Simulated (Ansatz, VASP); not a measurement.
**W in VASP and in Ansatz**

```
CELL_PARAMETERS angstrom
-1.61322 1.61322 1.61322
1.61322 -1.61322 1.61322
1.61322 1.61322 -1.61322
ATOMIC_POSITIONS crystal
W 0.00000 0.00000 0.00000
```

Change from the starting cell: volume scaled by 1.04.

Alike in both runs: task single point; functional PBE; k mesh 14 × 14 × 14; occupations fermi-dirac, width 0.08 eV; no spin polarisation.

```csv
,VASP,Ansatz
version,VASP 6.6.1,Ansatz 0.2.0
potentials or method,"VASP PAW PBE potentials, release 64 (W_sv), cutoff 520 eV","all-electron LAPW, scalar-relativistic"
```

VASP gave:

| Quantity | Value |
| --- | --- |
| pressure (GPa) | -10.6 |

Task: Which values does Ansatz return?

Result: Pressure (GPa): -10.8.

Ansatz ran all-electron here, so the differences hold the error of VASP's frozen core and of both bases.

The runs have no spin-orbit coupling, so splittings on W are missing.
